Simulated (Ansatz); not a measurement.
# Carbon, fcc under revPBE: ground state and equation of state

The plan for carbon in the fcc structure: relax it, solve it on a dense k-mesh, then scale the cell to 7 volumes from 88 to 112 % of the relaxed one and try a fit of the equation of state. Spin polarisation is left out. The k-meshes are 18×18×18 for the relaxation; 28×28×28 for the dense run; 20×20×20 for the volumes.

Computed with Ansatz 0.2.0 (DFT revPBE, plane waves (420 eV) with PAW, scalar-relativistic; PAW files made under PBE, frozen cores solved again for the functional, unless a step says otherwise).

## Step 1: The structure to begin with

The structure is cubic, space group Fm-3m (No. 225). Conventional cell: a = 2.980 Å, b = 2.980 Å, c = 2.980 Å, α = 90.00°, β = 90.00°, γ = 90.00°. C (site symmetry m-3m) has 12 C at 2.11 Å as nearest neighbours.

Coordinates:

```cif
data_structure
_symmetry_space_group_name_H-M 'Fm-3m'
_symmetry_Int_Tables_number 225
_cell_length_a 2.9800
_cell_length_b 2.9800
_cell_length_c 2.9800
_cell_angle_alpha 90.000
_cell_angle_beta 90.000
_cell_angle_gamma 90.000
_cell_volume 26.46
loop_
_atom_site_label
_atom_site_type_symbol
_atom_site_symmetry_multiplicity
_atom_site_Wyckoff_symbol
_atom_site_fract_x
_atom_site_fract_y
_atom_site_fract_z
_atom_site_occupancy
C1 C 4 a 0.00000 0.00000 0.00000 1
```

## Step 2: Geometry optimisation

input.yaml

```yaml
crystal:
  lattice:
    - [0.0, 1.4900140304, 1.4900140304]
    - [1.4900140304, 0.0, 1.4900140304]
    - [1.4900140304, 1.4900140304, 0.0]
  atoms:
    - { symbol: C, position: [0.0, 0.0, 0.0] }
hamiltonian:
  xc: revpbe
  pseudopotentials:
    kind: paw
    azcp:
      C: "pseudopotentials/C.paw.azcp"
basis:
  ecutwfc: 420
  fft_grid_basis: typed
kpoints:
  mp_grid: { grid: [18, 18, 18], shift: [0, 0, 0] }
magnetization:
  spin_polarized: false
scf:
  occupations: { method: fermi_dirac, width: 0.1 }
relax:
  max_steps: 60
  f_tol: 0.01
  cell: {}
```

What it wrote:

```text
Warning: RAYON_NUM_THREADS=2 ignored (pool sized by the plan → 2); use --threads N
Engine: ansatz 0.2.0, aarch64-unknown-linux-gnu
Pseudopotentials: kind: paw
Pseudopotential: C, paw, valence charge 4, recommended cutoff 420 eV (normal), <dir>
Functional definition: revPBE
  parameter kappa = 1.245
  parameter beta = 0.06672455060314922
  exchange = pbe_x(kappa = kappa, mu = beta*pi^2/3)
  correlation = pbe_c(beta = beta)
Crystal: 1 atoms, lattice volume = 6.616 Å³
Basis set: ecut = 420 eV, 137 PW (Γ), exchange–correlation on 30×30×30 points (8 copies of the dense FFT grid, shifted against one another)
Bands: 6, of which v1, the nominal top of the filled ones, is band 2 counted from 1 (1 counted from 0)
Symmetry: 48 space group operations
Space group: Fm-3m (ITA 225), of the structure as read, at distance tolerance 1.9e-5 Å
k-points: 195 of 5832
Non-local potential: C, projectors of the file, l = 0: 2, l = 1: 2, l = 2: 1
PAW form: soft (Blöchl's): semilocal exchange-correlation on the pseudo side does not see the compensation charge
PAW frozen core: C, regenerated for the run's functional, and the local potential with it (the file was generated under x = pbe(κ = 0.804, μ = 0.2195149727645171), c = pbe(β = 0.06672455060314922))
PAW one-centre angular grid: C, 110 points (default); XC on 64 Gauss nodes
Initial density: superposition of atomic densities (neutral atoms: chi_scale 0, normalization atom), corrected by the library's trained network
Initial wavefunctions: pseudopotential atomic-orbital guess
Functional: x = revpbe(κ = 1.245, μ = 0.2195149727645171), c = pbe(β = 0.06672455060314922)
SCF iter   1: F=—  HF=-247.291750 eV  |F-HF|=—  |Δ(HF+E_count)|=         —  Δρ=4.76e-3  dr2=4.27e-4  ethr=1.77e-3  ⟨swp⟩=4.8  Hψ=9047  notcnv=0
preconditioner: auto → none  [metal: Δε(μ)=0.038 eV  Ē_g=21.697 eV  σ=0.100 eV  W_gap=0.09  n_scr=0 (ndim 8)  ℏωp=28.9 eV  f_vac=0.000  D(μ)=0.40/eV (n_scr^D=0)]
SCF iter   2: F=—  HF=-247.291791 eV  |F-HF|=—  |Δ(HF+E_count)|=   4.06e-5  Δρ=2.37e-3  dr2=1.10e-4  ethr=1.07e-5  ⟨swp⟩=1.1  Hψ=2750  notcnv=0
SCF iter   3: F=—  HF=-247.291878 eV  |F-HF|=—  |Δ(HF+E_count)|=   8.67e-5  Δρ=4.54e-4  dr2=8.34e-6  ethr=2.75e-6  ⟨swp⟩=2.3  Hψ=1520  notcnv=0
SCF iter   4: F=—  HF=-247.291877 eV  |F-HF|=—  |Δ(HF+E_count)|=   6.17e-7  Δρ=3.10e-4  dr2=3.77e-6  ethr=2.09e-7  ⟨swp⟩=1.0  Hψ=1137  notcnv=0
iter 5 did not close the SCF: its close was put off for the readings that it lacked (scf_convergence_deferred on its scf_iter line)
SCF iter   5: F=-247.291876 eV  HF=-247.291876 eV  |F-HF|=1.92e-8  |Δ(HF+E_count)|=   1.11e-6  Δρ=2.29e-5  dr2=9.67e-9  ethr=9.42e-8  ⟨swp⟩=2.0  Hψ=1513  notcnv=0
SCF iter   6: F=-247.291876 eV  HF=-247.291876 eV  |F-HF|=2.09e-9  |Δ(HF+E_count)|=   2.25e-8  Δρ=1.18e-5  dr2=5.76e-9  ethr=2.42e-10  ⟨swp⟩=1.0  Hψ=3243  notcnv=0
SCF 1 converged in 6 iterations: F = -247.291876 eV  dr2 = 5.76e-9
relax step   1: F+E_penalty+E_count = -247.29187592 eV  Δ(F+E_penalty+E_count) = +0.000e0 eV  max|allowed force component| = 0.000e0 eV/Å  Δτ_max = 0.0000 Å  P = +21.314 GPa  Ω = 6.616 Å³  (6 SCF iters, dr2 threshold 1.00e-7 eV, accepted)
Crystal: 1 atoms, lattice volume = 6.972 Å³
Initial density: handed on by an earlier stage of this run
Initial wavefunctions: those handed on with the density
iter 1 solved again at ethr=5.07e-6 eV; its pass at ethr=3.10e-3 eV (dr2=2.03e-4 eV) is discarded
SCF iter   1: F=—  HF=-247.325585 eV  |F-HF|=—  |Δ(HF+E_count)|=         —  Δρ=2.15e-3  dr2=1.96e-4  ethr=5.07e-6  ⟨swp⟩=1.0  Hψ=11065  notcnv=0
preconditioner: auto → none  [metal: Δε(μ)=0.043 eV  Ē_g=21.027 eV  σ=0.100 eV  W_gap=0.11  n_scr=0 (ndim 8)  ℏωp=28.1 eV  f_vac=0.000  D(μ)=0.40/eV (n_scr^D=0)]
SCF iter   2: F=—  HF=-247.325625 eV  |F-HF|=—  |Δ(HF+E_count)|=   4.07e-5  Δρ=9.06e-4  dr2=3.36e-5  ethr=4.90e-6  ⟨swp⟩=1.0  Hψ=1170  notcnv=0
SCF iter   3: F=—  HF=-247.325650 eV  |F-HF|=—  |Δ(HF+E_count)|=   2.47e-5  Δρ=7.95e-5  dr2=1.70e-7  ethr=8.39e-7  ⟨swp⟩=2.0  Hψ=1551  notcnv=0
SCF iter   4: F=-247.325650 eV  HF=-247.325650 eV  |F-HF|=2.85e-10  |Δ(HF+E_count)|=   3.48e-7  Δρ=2.21e-6  dr2=1.56e-10  ethr=2.50e-9  ⟨swp⟩=3.6  Hψ=2693  notcnv=0
SCF 2 converged in 4 iterations: F = -247.325650 eV  dr2 = 1.56e-10
relax step   2: F+E_penalty+E_count = -247.32565039 eV  Δ(F+E_penalty+E_count) = -3.377e-2 eV  max|allowed force component| = 0.000e0 eV/Å  Δτ_max = 0.0000 Å  P = +10.359 GPa  Ω = 6.972 Å³  energy of the carried Pulay correction = -1.002e-3 eV  (4 SCF iters, dr2 threshold 1.00e-7 eV, accepted)
Crystal: 1 atoms, lattice volume = 7.346 Å³
iter 1 solved again at ethr=4.61e-6 eV; its pass at ethr=3.10e-3 eV (dr2=1.84e-4 eV) is discarded
SCF iter   1: F=—  HF=-247.337627 eV  |F-HF|=—  |Δ(HF+E_count)|=         —  Δρ=1.99e-3  dr2=1.78e-4  ethr=4.61e-6  ⟨swp⟩=1.0  Hψ=11041  notcnv=0
preconditioner: auto → none  [metal: Δε(μ)=0.029 eV  Ē_g=20.389 eV  σ=0.100 eV  W_gap=0.07  n_scr=0 (ndim 8)  ℏωp=27.4 eV  f_vac=0.000  D(μ)=0.41/eV (n_scr^D=0)]
SCF iter   2: F=—  HF=-247.337664 eV  |F-HF|=—  |Δ(HF+E_count)|=   3.74e-5  Δρ=8.38e-4  dr2=3.02e-5  ethr=4.45e-6  ⟨swp⟩=1.0  Hψ=1170  notcnv=0
SCF iter   3: F=—  HF=-247.337688 eV  |F-HF|=—  |Δ(HF+E_count)|=   2.40e-5  Δρ=8.03e-5  dr2=1.84e-7  ethr=7.54e-7  ⟨swp⟩=2.0  Hψ=1550  notcnv=0
SCF iter   4: F=-247.337689 eV  HF=-247.337689 eV  |F-HF|=2.92e-10  |Δ(HF+E_count)|=   3.72e-7  Δρ=2.31e-6  dr2=2.16e-10  ethr=2.50e-9  ⟨swp⟩=3.6  Hψ=2680  notcnv=0
SCF 3 converged in 4 iterations: F = -247.337689 eV  dr2 = 2.16e-10
relax step   3: F+E_penalty+E_count = -247.33768869 eV  Δ(F+E_penalty+E_count) = -1.204e-2 eV  max|allowed force component| = 0.000e0 eV/Å  Δτ_max = 0.0000 Å  P = +1.148 GPa  Ω = 7.346 Å³  energy of the carried Pulay correction = -1.999e-3 eV  (4 SCF iters, dr2 threshold 1.00e-7 eV, accepted)
Crystal: 1 atoms, lattice volume = 7.396 Å³
iter 1 solved again at ethr=7.17e-8 eV; its pass at ethr=3.10e-3 eV (dr2=2.87e-6 eV) is discarded
SCF iter   1: F=—  HF=-247.337746 eV  |F-HF|=—  |Δ(HF+E_count)|=         —  Δρ=2.49e-4  dr2=2.81e-6  ethr=7.17e-8  ⟨swp⟩=1.8  Hψ=10480  notcnv=0
preconditioner: auto → none  [metal: Δε(μ)=0.024 eV  Ē_g=20.308 eV  σ=0.100 eV  W_gap=0.06  n_scr=0 (ndim 8)  ℏωp=27.3 eV  f_vac=0.000  D(μ)=0.41/eV (n_scr^D=0)]
SCF iter   2: F=—  HF=-247.337748 eV  |F-HF|=—  |Δ(HF+E_count)|=   1.54e-6  Δρ=1.05e-4  dr2=4.74e-7  ethr=7.02e-8  ⟨swp⟩=1.0  Hψ=1170  notcnv=0
SCF iter   3: F=-247.337748 eV  HF=-247.337748 eV  |F-HF|=5.89e-9  |Δ(HF+E_count)|=   3.49e-7  Δρ=1.02e-5  dr2=3.01e-9  ethr=2.50e-9  ⟨swp⟩=3.6  Hψ=2756  notcnv=0
SCF 4 converged in 3 iterations: F = -247.337748 eV  dr2 = 3.01e-9
relax step   4: F+E_penalty+E_count = -247.33774817 eV  Δ(F+E_penalty+E_count) = -5.948e-5 eV  max|allowed force component| = 0.000e0 eV/Å  Δτ_max = 0.0000 Å  P = +0.070 GPa  Ω = 7.396 Å³  energy of the carried Pulay correction = -2.127e-3 eV  (3 SCF iters, dr2 threshold 1.00e-7 eV, accepted)
Crystal: 1 atoms, lattice volume = 7.399 Å³
iter 1 solved again at ethr=4.47e-10 eV; its pass at ethr=3.10e-3 eV (dr2=1.79e-8 eV) is discarded
SCF iter   1: F=—  HF=-247.337740 eV  |F-HF|=—  |Δ(HF+E_count)|=         —  Δρ=2.15e-5  dr2=1.77e-8  ethr=4.47e-10  ⟨swp⟩=1.5  Hψ=10361  notcnv=0
preconditioner: auto → none  [metal: Δε(μ)=0.024 eV  Ē_g=20.303 eV  σ=0.100 eV  W_gap=0.06  n_scr=0 (ndim 8)  ℏωp=27.3 eV  f_vac=0.000  D(μ)=0.41/eV (n_scr^D=0)]
SCF iter   2: F=-247.337741 eV  HF=-247.337741 eV  |F-HF|=6.65e-9  |Δ(HF+E_count)|=   9.86e-7  Δρ=1.06e-5  dr2=4.00e-9  ethr=3.10e-10  ⟨swp⟩=1.9  Hψ=3307  notcnv=0
SCF 5 converged in 2 iterations: F = -247.337741 eV  dr2 = 4.00e-9
relax step   5: F+E_penalty+E_count = -247.33774052 eV  Δ(F+E_penalty+E_count) = +7.651e-6 eV  max|allowed force component| = 0.000e0 eV/Å  Δτ_max = 0.0000 Å  P = +0.001 GPa  Ω = 7.399 Å³  energy of the carried Pulay correction = -2.135e-3 eV  (2 SCF iters, dr2 threshold 1.24e-8 eV, accepted)
Initial wavefunctions: pseudopotential atomic-orbital guess (no wavefunctions were taken with the density)
iter 1 solved again at ethr=1.17e-6 eV; its pass at ethr=3.10e-3 eV (dr2=4.66e-5 eV) is discarded
SCF iter   1: F=—  HF=-247.341719 eV  |F-HF|=—  |Δ(HF+E_count)|=         —  Δρ=6.65e-4  dr2=5.24e-6  ethr=1.17e-6  ⟨swp⟩=2.3  Hψ=12067  notcnv=0
preconditioner: auto → none  [metal: Δε(μ)=0.023 eV  Ē_g=20.299 eV  σ=0.100 eV  W_gap=0.06  n_scr=0 (ndim 8)  ℏωp=27.3 eV  f_vac=0.000  D(μ)=0.41/eV (n_scr^D=0)]
SCF iter   2: F=—  HF=-247.341729 eV  |F-HF|=—  |Δ(HF+E_count)|=   1.08e-5  Δρ=3.29e-4  dr2=1.06e-6  ethr=1.31e-7  ⟨swp⟩=2.0  Hψ=1547  notcnv=0
SCF iter   3: F=—  HF=-247.341734 eV  |F-HF|=—  |Δ(HF+E_count)|=   4.40e-6  Δρ=3.40e-5  dr2=1.49e-8  ethr=2.65e-8  ⟨swp⟩=2.0  Hψ=1549  notcnv=0
SCF iter   4: F=-247.341734 eV  HF=-247.341734 eV  |F-HF|=2.08e-11  |Δ(HF+E_count)|=   4.60e-8  Δρ=7.56e-7  dr2=9.36e-12  ethr=1.00e-12  ⟨swp⟩=3.5  Hψ=4233  notcnv=0
SCF 6 converged in 4 iterations: F = -247.341734 eV  dr2 = 9.36e-12
relax step   6: F+E_penalty+E_count = -247.34173379 eV  Δ(F+E_penalty+E_count) = -3.993e-3 eV  max|allowed force component| = 0.000e0 eV/Å  Δτ_max = 0.0000 Å  P = +0.835 GPa  Ω = 7.399 Å³  stress off target by 8.35e-1 GPa  SCF on the basis re-selected at this cell (its energy is not comparable with the rows above)  (4 SCF iters)
basis re-selected at this cell: Δ(F+E_penalty+E_count) = -3.993e-3 eV, ΔP = +0.834 GPa vs the last step (what re-selecting the basis moved, of the pressure what is left beyond the Pulay correction that the steps carried, after the strain that the cell walked since its last selection, with what the two solves' SCF thresholds leave and, on support functions, any second-order correction that the steps lacked; it is no measure of the basis error at this ecutwfc). This SCF's stress stands 8.35e-1 GPa from its target on what of the cell is left free (relax.cell.stress_tol is 5.00e-2 GPa) and its largest allowed force component is 0.00e0 eV/Å (relax.f_tol is 1.00e-2 eV/Å): not within both, so this SCF does not close the relaxation
Crystal: 1 atoms, lattice volume = 7.438 Å³
iter 1 solved again at ethr=4.06e-8 eV; its pass at ethr=3.10e-3 eV (dr2=1.63e-6 eV) is discarded
SCF iter   1: F=—  HF=-247.341720 eV  |F-HF|=—  |Δ(HF+E_count)|=         —  Δρ=1.83e-4  dr2=1.59e-6  ethr=4.06e-8  ⟨swp⟩=2.0  Hψ=10578  notcnv=0
preconditioner: auto → none  [metal: Δε(μ)=0.053 eV  Ē_g=20.237 eV  σ=0.100 eV  W_gap=0.13  n_scr=0 (ndim 8)  ℏωp=27.2 eV  f_vac=0.000  D(μ)=0.41/eV (n_scr^D=0)]
SCF iter   2: F=—  HF=-247.341721 eV  |F-HF|=—  |Δ(HF+E_count)|=   1.10e-6  Δρ=7.73e-5  dr2=2.72e-7  ethr=3.99e-8  ⟨swp⟩=1.0  Hψ=1170  notcnv=0
SCF iter   3: F=-247.341722 eV  HF=-247.341722 eV  |F-HF|=3.08e-9  |Δ(HF+E_count)|=   1.94e-7  Δρ=7.27e-6  dr2=1.63e-9  ethr=2.50e-9  ⟨swp⟩=3.4  Hψ=2626  notcnv=0
SCF 7 converged in 3 iterations: F = -247.341722 eV  dr2 = 1.63e-9
relax step   7: F+E_penalty+E_count = -247.34172153 eV  Δ(F+E_penalty+E_count) = +1.225e-5 eV  max|allowed force component| = 0.000e0 eV/Å  Δτ_max = 0.0000 Å  P = +0.046 GPa  Ω = 7.438 Å³  energy of the carried Pulay correction = -1.194e-4 eV  (3 SCF iters, dr2 threshold 1.00e-7 eV, accepted)
iter 1 solved again at ethr=7.28e-7 eV; its pass at ethr=3.10e-3 eV (dr2=2.91e-5 eV) is discarded
SCF iter   1: F=—  HF=-247.341869 eV  |F-HF|=—  |Δ(HF+E_count)|=         —  Δρ=3.04e-5  dr2=1.27e-8  ethr=7.28e-7  ⟨swp⟩=2.4  Hψ=12160  notcnv=0
eigensolver tolerance schedule: the retry pair's looser diagonalisation over-reported the residual by 2300.94 of it (diagonalisation noise at 1.18 of the residual, at the tolerance the schedule requests for it); recorded, not acted on — ethr = c·dr2/N_el stays at c = 1.0e-1
preconditioner: auto → none  [metal: Δε(μ)=0.053 eV  Ē_g=20.236 eV  σ=0.100 eV  W_gap=0.13  n_scr=0 (ndim 8)  ℏωp=27.2 eV  f_vac=0.000  D(μ)=0.41/eV (n_scr^D=0)]
SCF iter   2: F=—  HF=-247.341869 eV  |F-HF|=—  |Δ(HF+E_count)|=   5.25e-7  Δρ=1.49e-5  dr2=2.64e-9  ethr=3.16e-10  ⟨swp⟩=2.0  Hψ=1414  notcnv=0
SCF iter   3: F=—  HF=-247.341869 eV  |F-HF|=—  |Δ(HF+E_count)|=   6.88e-9  Δρ=1.41e-6  dr2=2.88e-11  ethr=6.59e-11  ⟨swp⟩=2.3  Hψ=1548  notcnv=0
SCF iter   4: F=-247.341869 eV  HF=-247.341869 eV  |F-HF|=5.68e-14  |Δ(HF+E_count)|=  7.34e-11  Δρ=5.67e-8  dr2=4.42e-14  ethr=1.00e-12  ⟨swp⟩=4.0  Hψ=2931  notcnv=0
SCF 8 converged in 4 iterations: F = -247.341869 eV  dr2 = 4.42e-14
relax step   8: F+E_penalty+E_count = -247.34186913 eV  Δ(F+E_penalty+E_count) = -1.476e-4 eV  max|allowed force component| = 0.000e0 eV/Å  Δτ_max = 0.0000 Å  P = +0.062 GPa  Ω = 7.438 Å³  stress off target by 6.20e-2 GPa  SCF on the basis re-selected at this cell (its energy is not comparable with the rows above)  (4 SCF iters)
basis re-selected at this cell: Δ(F+E_penalty+E_count) = -1.476e-4 eV, ΔP = +0.016 GPa vs the last step (what re-selecting the basis moved, of the pressure what is left beyond the Pulay correction that the steps carried, after the strain that the cell walked since its last selection, with what the two solves' SCF thresholds leave and, on support functions, any second-order correction that the steps lacked; it is no measure of the basis error at this ecutwfc). This SCF's stress stands 6.20e-2 GPa from its target on what of the cell is left free (relax.cell.stress_tol is 5.00e-2 GPa) and its largest allowed force component is 0.00e0 eV/Å (relax.f_tol is 1.00e-2 eV/Å): not within both, so this SCF does not close the relaxation
Crystal: 1 atoms, lattice volume = 7.441 Å³
iter 1 solved again at ethr=2.51e-10 eV; its pass at ethr=3.10e-3 eV (dr2=1.01e-8 eV) is discarded
SCF iter   1: F=—  HF=-247.341860 eV  |F-HF|=—  |Δ(HF+E_count)|=         —  Δρ=1.44e-5  dr2=9.89e-9  ethr=2.51e-10  ⟨swp⟩=2.0  Hψ=10579  notcnv=0
preconditioner: auto → none  [metal: Δε(μ)=0.053 eV  Ē_g=20.231 eV  σ=0.100 eV  W_gap=0.13  n_scr=0 (ndim 8)  ℏωp=27.2 eV  f_vac=0.000  D(μ)=0.41/eV (n_scr^D=0)]
SCF iter   2: F=-247.341860 eV  HF=-247.341860 eV  |F-HF|=1.07e-9  |Δ(HF+E_count)|=   7.68e-7  Δρ=6.09e-6  dr2=1.69e-9  ethr=2.40e-10  ⟨swp⟩=1.9  Hψ=3307  notcnv=0
SCF 9 converged in 2 iterations: F = -247.341860 eV  dr2 = 1.69e-9
relax step   9: F+E_penalty+E_count = -247.34186043 eV  Δ(F+E_penalty+E_count) = +8.694e-6 eV  max|allowed force component| = 0.000e0 eV/Å  Δτ_max = 0.0000 Å  P = +0.000 GPa  Ω = 7.441 Å³  energy of the carried Pulay correction = -9.296e-6 eV  (2 SCF iters, dr2 threshold 9.62e-9 eV, accepted)
iter 1 solved again at ethr=7.05e-7 eV; its pass at ethr=3.10e-3 eV (dr2=2.82e-5 eV) is discarded
SCF iter   1: F=—  HF=-247.341859 eV  |F-HF|=—  |Δ(HF+E_count)|=         —  Δρ=5.97e-6  dr2=1.61e-9  ethr=7.05e-7  ⟨swp⟩=2.4  Hψ=12173  notcnv=0
eigensolver tolerance schedule: the retry pair's looser diagonalisation over-reported the residual by 17542.88 of it (diagonalisation noise at an unbounded share of the residual, at the tolerance the schedule requests for it); recorded, not acted on — ethr = c·dr2/N_el stays at c = 1.0e-1
SCF iter   2: F=—  HF=-247.341860 eV  |F-HF|=—  |Δ(HF+E_count)|=   1.10e-6  Δρ=2.83e-6  dr2=3.45e-10  ethr=4.02e-11  ⟨swp⟩=2.2  Hψ=1551  notcnv=0
SCF iter   3: F=-247.341860 eV  HF=-247.341860 eV  |F-HF|=1.28e-12  |Δ(HF+E_count)|=  3.97e-10  Δρ=2.02e-7  dr2=1.36e-12  ethr=1.00e-12  ⟨swp⟩=2.9  Hψ=4048  notcnv=0
SCF 10 converged in 3 iterations: F = -247.341860 eV  dr2 = 1.36e-12
relax step  10: F+E_penalty+E_count = -247.34186043 eV  Δ(F+E_penalty+E_count) = -1.529e-10 eV  max|allowed force component| = 0.000e0 eV/Å  Δτ_max = 0.0000 Å  P = +0.001 GPa  Ω = 7.441 Å³  stress off target by 8.93e-4 GPa  SCF on the basis re-selected at this cell (its energy is not comparable with the rows above)  (3 SCF iters)
basis re-selected at this cell: Δ(F+E_penalty+E_count) = -1.529e-10 eV, ΔP = +0.000 GPa vs the last step (what re-selecting the basis moved, of the pressure what is left beyond the Pulay correction that the steps carried, after the strain that the cell walked since its last selection, with what the two solves' SCF thresholds leave and, on support functions, any second-order correction that the steps lacked; it is no measure of the basis error at this ecutwfc). This SCF's stress stands 8.93e-4 GPa from its target on what of the cell is left free (relax.cell.stress_tol is 5.00e-2 GPa) and its largest allowed force component is 0.00e0 eV/Å (relax.f_tol is 1.00e-2 eV/Å): within both
SCF converged after 3 iterations
Free energy (F): -247.341860 eV
Harris-Foulkes:  -247.341860 eV  (|F-HF|=1.28e-12)
Internal energy: -247.328736 eV  (E = F + TS)
E sigma→0 (E₀):  -247.335298 eV
Entropy (-TS):   -0.013124 eV (-13.124 meV/atom)
Fermi energy:    10.144858 eV
--- Per-component energies (eV) ---
  E_band       = 12.364971
  E_kinetic    = 76.640220
  E_local      = -43.658261  (includes V_loc(G=0)·N_el)
  E_nonlocal   = 28.382893
  E_hartree    = 5.737756
  E_xc         = -46.010576
  E_vxc        = -56.819494  (∫ρ·V_xc dr)
  E_paw        = -97.983373  (= ΣΔE_a)
  E_vpaw       = -3.655899  (= ΣTr[D̂ρ^β])
  E_aug_tail   = 0.000000  (compensation charges beyond the density's cutoff)
  E_ewald      = -170.425728
  E_core_change = -0.011667  (= ΣΔE_core)
  E_smearing   = -0.013124  (= −TS)
  E_closure    = 0.000000  (closes the sum)
  Σ components = -247.341860   (vs F -247.341860, Δ=0.00e0)
--- Forces (eV/Å), atoms counted from 1 ---
  atom   1  C      0.00000000    -0.00000000     0.00000000
  max |Σ_I F_I| component: 4.37e-33 eV/Å
--- Stress (GPa, compression-positive) ---
        0.000893       0.000000       0.000000
        0.000000       0.000893       0.000000
        0.000000       0.000000       0.000893
  P = ⅓ Tr σ = 0.0009 GPa (0.009 kbar)
--- Relaxed structure (7 steps of the walk, 7 accepted, 3 SCFs on fresh bases) ---
  F+E_penalty+E_count = -247.34186043 eV   max|allowed force component| = 0.000e0 eV/Å   (the final SCF, on the basis selected at the relaxed cell)
  cell:  # Å, volume = 7.4411 Å³
    - [8.889691138781766e-34, 1.5495404144035319, 1.5495404144035319]
    - [1.5495404144035319, -1.4072639878492753e-33, 1.5495404144035319]
    - [1.5495404144035319, 1.5495404144035319, -3.4552991598073225e-33]
  atoms:
    - { symbol: C, position: [0.0, 0.0, 0.0] }
```

Wall time 3.2 s (2 threads of Arm Neoverse V2, shared host); peak memory 0.25 GiB.

The walk, from the log:

| step | energy change (meV/atom) | largest force (eV/Å) | pressure (GPa) | volume (Å³/atom) |
| --- | --- | --- | --- | --- |
| 1 | 0.00 | 0.0000 | 21.31 | 6.616 |
| 2 | -33.77 | 0.0000 | 10.36 | 6.972 |
| 3 | -45.81 | 0.0000 | 1.15 | 7.346 |
| 4 | -45.87 | 0.0000 | 0.07 | 7.396 |
| 5 | -45.86 | 0.0000 | 0.00 | 7.399 |
| 6 | -49.86 | 0.0000 | 0.83 | 7.399 |
| 7 | -49.85 | 0.0000 | 0.05 | 7.438 |
| 8 | -49.99 | 0.0000 | 0.06 | 7.438 |
| 9 | -49.98 | 0.0000 | 0.00 | 7.441 |
| 10 | -49.98 | 0.0000 | 0.00 | 7.441 |

Steps that repeat a cell are solved on a basis chosen anew, so their changes of energy are no gain of the relaxation.

Changes in the cell that was computed:

|  | before | after | change |
| --- | --- | --- | --- |
| a (Å) | 2.107 | 2.191 | +4.0 % |
| b (Å) | 2.107 | 2.191 | +4.0 % |
| c (Å) | 2.107 | 2.191 | +4.0 % |
| volume (Å³/atom) | 6.616 | 7.441 | +12.5 % |
| shortest distance (Å) | 2.107 | 2.191 | +4.0 % |
| space group (spins left aside) | Fm-3m | Fm-3m | same |

## Step 3: Single point on a dense mesh

input.yaml

```yaml
crystal:
  lattice:
    - [0.0, 1.5495404144, 1.5495404144]
    - [1.5495404144, 0.0, 1.5495404144]
    - [1.5495404144, 1.5495404144, 0.0]
  atoms:
    - { symbol: C, position: [0.0, 0.0, 0.0] }
hamiltonian:
  xc: revpbe
  pseudopotentials:
    kind: paw
    azcp:
      C: "pseudopotentials/C.paw.azcp"
basis:
  ecutwfc: 420
  fft_grid_basis: typed
kpoints:
  mp_grid: { grid: [28, 28, 28], shift: [0, 0, 0] }
magnetization:
  spin_polarized: false
scf:
  occupations: { method: fermi_dirac, width: 0.1 }
```

What it wrote, shortened:

```text
Warning: RAYON_NUM_THREADS=2 ignored (pool sized by the plan → 2); use --threads N
[...]
[... 3 set-up lines as earlier in the session ...]
[...]
Crystal: 1 atoms, lattice volume = 7.441 Å³
Basis set: ecut = 420 eV, 137 PW (Γ)
Bands: 6, of which v1, the nominal top of the filled ones, is band 2 counted from 1 (1 counted from 0)
[... 1 set-up line as earlier in the session ...]
Space group: Fm-3m (ITA 225), of the structure as read, at distance tolerance 2.0e-5 Å
k-points: 624 of 21952
[...]
SCF iter   1: F=—  HF=-247.341569 eV  |F-HF|=—  |Δ(HF+E_count)|=         —  Δρ=3.55e-3  dr2=2.14e-4  ethr=1.77e-3  ⟨swp⟩=4.9  Hψ=28882  notcnv=0
[...]
SCF iter   6: F=-247.341568 eV  HF=-247.341568 eV  |F-HF|=2.56e-11  |Δ(HF+E_count)|=   2.80e-9  Δρ=1.20e-6  dr2=6.87e-11  ethr=2.68e-10  ⟨swp⟩=1.0  Hψ=10454  notcnv=0
[...]
SCF converged after 6 iterations
Free energy (F): -247.341568 eV
[...]
E sigma→0 (E₀):  -247.335476 eV
Entropy (-TS):   -0.012184 eV (-12.184 meV/atom)
Fermi energy:    10.169227 eV
[...]
```

Wall time 1.4 s (2 threads of Arm Neoverse V2, shared host); peak memory 0.27 GiB.

[end of part 1 of 2]
